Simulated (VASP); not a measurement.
Runs of VASP 6.6.1 on Cl. It takes space group I4/mmm (No. 139, tetragonal). The conventional cell has a = 3.389 Å, b = 3.389 Å, c = 5.155 Å, α = 90.00°, β = 90.00°, γ = 90.00°. Cl (site symmetry 4/mmm) has 12 Cl at 3.39 to 3.52 Å as nearest neighbours. The cell was built by a generator and needn't be a form met in nature.

| task | cell | k mesh | cutoff (eV) | mesh quality | gap on the mesh (eV) | pressure (GPa) | relaxed volume (Å³/atom) |
| --- | --- | --- | --- | --- | --- | --- | --- |
| relaxation of cell and atoms | relaxed | 8 × 8 × 8 | 600 | not flagged | none | -0.1 | 23.36 |
| single point | I4/mmm, 23.09 Å³/atom | 8 × 8 × 8 | 520 | coarse | none | -0.1 | - |
| single point | Im-3m, 31.29 Å³/atom | 6 × 6 × 6 | 520 | coarse | none | (b) | - |
| single point | Fm-3m, 29.9 Å³/atom | 6 × 6 × 6 | 520 | coarse | none | (a) | - |
| single point | Im-3m, 20.57 Å³/atom | 6 × 6 × 6 | 520 | coarse | none | -0.2 | - |
| relaxation of cell and atoms | relaxed | 6 × 6 × 6 | 600 | coarse | none | 0.0 | 20.54 |

Alike in all rows: level r2SCAN; potentials or basis VASP PAW PBE potentials, release 64 (Cl); no spin polarisation; smearing gaussian 0.1 eV.

Question: Fill in the values left out.

Answer: (a) -5.3; (b) -5.5.

Caveats: some runs use coarse meshes; the PAW data sets were made with another functional, which shifts forces and pressure a little; an odd number of electrons without spin polarisation forces a metal; a magnetic or distorted state may lie lower; the volume moved by over 15 % at a fixed basis, so the end points are rough (some runs).

A gap of «none» marks a metal or a gap under the smearing width.
